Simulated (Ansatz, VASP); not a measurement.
## One calculation of TaN, two programs

```
CELL_PARAMETERS angstrom
0.00000 2.19891 2.19891
2.19891 0.00000 2.19891
2.19891 2.19891 0.00000
ATOMIC_POSITIONS crystal
Ta 0.50000 0.50000 0.50000
N 0.00000 0.00000 0.00000
```

Alike in both runs: functional r2SCAN; k mesh 8 × 8 × 8; occupations gaussian, width 0.1 eV; no spin polarisation.

Ansatz relaxed the structure, and its values are those at the end. VASP's run is a single point on that final structure, the one shown.

|  | VASP | Ansatz |
| --- | --- | --- |
| version | VASP 6.6.1 | Ansatz 0.2.0 |
| potentials or method | VASP PAW PBE potentials, release 64 (Ta_pv, N) | scalar-relativistic, plane waves, PAW |
| plane-wave cutoff (eV) | 520 | 500 |
| valence electrons in the cell | 16 | 18 |

|  | VASP | Ansatz | Ansatz less VASP |
| --- | --- | --- | --- |
| gap on the k mesh at the Fermi level (eV) | none | none | - |
| pressure (GPa) | 1.8 | -0.2 | -1.94 |

A gap of «none» marks a metal or a gap that the smearing closes. The two sets of potentials don't hold the same shells in valence.

Caveats: the PAW data sets were made with another functional, which shifts forces and pressure a little (VASP). The runs have no spin-orbit coupling, so splittings on Ta are missing.
